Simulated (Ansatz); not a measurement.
The system is Re.

```
Re
1.0
     2.76080    0.00000    0.00000
    -1.38040    2.39092    0.00000
     0.00000    0.00000    4.45820
Re
2
Direct
  0.66667 0.33333 0.75000
  0.33333 0.66667 0.25000
```

```yaml
Program: Ansatz 0.2.0
Task: relaxation of cell and atoms
Functional: RPBE
Potentials_or_basis: Ansatz PAW
Cutoff: "420 eV (not typed: the program's choice for these potentials)"
k_mesh: 11 × 11 × 6
Occupations: fermi-dirac, width 0.05 eV
Spin: no spin polarisation
```

At the start: volume 14.71 Å³/atom.

Problem. Where does the relaxation end?

Solution. It ends after 5 steps and the volume is 15.11 Å³/atom (+2.7 %); space group P6_3/mmc (No. 194, to 0.05 Å).

Step by step:
```tsv
step	energy change (eV)	largest force (eV/Å)	volume (Å³)
1	0.0000	0.0000	29.43
2	-0.0227	0.0000	30.31
3	-0.0231	0.0000	30.23
4	-0.0231	0.0000	30.22
5	-0.0240	0.0000	30.22
```

Final structure:
```yaml
crystal:
  lattice:
    - [2.78415, 0.00000, 0.00000]
    - [-1.39208, 2.41115, 0.00000]
    - [0.00000, 0.00000, 4.50193]
  atoms:
    - { symbol: Re, position: [0.66667, 0.33333, 0.75000] }
    - { symbol: Re, position: [0.33333, 0.66667, 0.25000] }
```

Caveat: the plane-wave basis is chosen anew once the cell has moved, so the energies of steps on either side of that aren't comparable; the PAW data sets come from PBE, with cores solved anew for the run's functional, which leaves a small shift of forces and pressure.
